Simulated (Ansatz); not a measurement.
**Which of these structures of Pd lies lowest?**

Method: DFT, PBE, all-electron LAPW, scalar-relativistic (Ansatz 0.2.0).

Each cell is taken as listed (from a database or a relaxation; residual pressures are under 0.6 GPa and forces under 0.08 eV/Å), on meshes of about 0.2 Å⁻¹ spacing; energies are extrapolated to zero smearing, with no zero-point or thermal terms. Other structures, the observed one among them, may be missing from this set and lie lower. No run is spin-polarised.

Spin polarisation is left out, and whether a magnetic state lies lower isn't shown here.

Question: Order the structures by energy per atom, lowest first, and give the differences.
A.
Space group P6_3/mmc (No. 194). a = 2.774 Å, b = 2.774 Å, c = 4.626 Å, α = 90.00°, β = 90.00°, γ = 120.00°
```json
{"atom": "Pd", "site": "2c", "symmetry": "-6m2", "x": "0.3333", "y": "0.6667", "z": "0.2500"}
```
(hcp type, relaxed by us; 15×15×8 mesh on the primitive cell, smearing 0.08 eV, P = -0.1 GPa)
B.
```
Pd
1.0
     2.61292    0.00000    0.00000
     0.00000    2.61292    0.00000
     0.00000    0.00000    2.61292
Pd
1
Direct
  0.00000 0.00000 0.00000
```
(sc type, relaxed by us; 13×13×13 mesh on the primitive cell, smearing 0.03 eV, P = -0.1 GPa)

Answer: A (0 meV/atom), B (476 meV/atom).
